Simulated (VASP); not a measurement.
Here is a VASP 6.6.1 calculation.

Contents of INCAR:

```
PREC = Accurate
ENCUT = 600
EDIFF = 1E-7
ISMEAR = 0
SIGMA = 0.03
LREAL = F
LASPH = T
NELM = 80
ALGO = Normal
ISIF = 3
LWAVE = F
LCHARG = F
GGA = PS
IBRION = 2
NSW = 90
EDIFFG = -0.005
```

The input KPOINTS:

```
regular mesh
0
Gamma
  12 12 12
```

Contents of POSCAR:

```
Sn                                      
1.0
   -1.8668686631      1.8668686631      1.8668686631
    1.8668686631     -1.8668686631      1.8668686631
    1.8668686631      1.8668686631     -1.8668686631
  Sn            
     1
Direct
     0.0000000000000000    0.0000000000000000    0.0000000000000000
```

Potentials or basis: VASP PAW PBE potentials, release 64 (Sn_d).

Launch:

```bash
$ cat potpaw_PBE.64/Sn_d/POTCAR > POTCAR
$ mpirun -np 1 vasp_std > vasp.out
```

Question: Estimate the band gap on the k mesh.

Answer: None (metal or under the smearing width).

Final structure:
```
Sn
1.0
    -1.86687    1.86687    1.86687
     1.86687   -1.86687    1.86687
     1.86687    1.86687   -1.86687
Sn
1
Direct
  0.00000 0.00000 0.00000
```

Caveat: the relaxation stopped at its first step, so nothing moved.
